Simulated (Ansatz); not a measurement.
The system is CrCuO2.

```
CELL_PARAMETERS angstrom
1.48670 0.85835 5.70000
-1.48670 0.85835 5.70000
0.00000 -1.71669 5.70000
ATOMIC_POSITIONS crystal
Cu 0.00000 0.00000 0.00000
Cr 0.50000 0.50000 0.50000
O 0.89208 0.89208 0.89208
O 0.10792 0.10792 0.10792
```

Program: Ansatz 0.2.0. Alike in all runs: task band structure; spin collinear, ferromagnetic start; cell as given; k mesh 10 × 10 × 10; smearing fermi-dirac 0.05 eV.

Question: Order these runs on this cell by their pressure, lowest first.
A. level PBE; potentials or basis PseudoDojo stringent (PBE files); cutoff (eV) 1633
B. level r2SCAN; potentials or basis Ansatz PAW; cutoff (eV) 500
C. level LDA+U; potentials or basis Ansatz PAW; U Cr d U = 2 eV, Cu d U = 3.5 eV; cutoff (eV) 420; hubbard projectors ortho-atomic (the default); double counting fll (the default)

Answer: C (-7.5 GPa), B (-0.4 GPa), A (3.8 GPa).

Caveats: only a ferromagnetic start was run, and an antiferromagnetic order may lie lower in energy; the magnetic or orbital state may not be the lowest (some runs); the PAW data sets come from PBE, with cores solved anew for the run's functional, which leaves a small shift of forces and pressure (some runs).
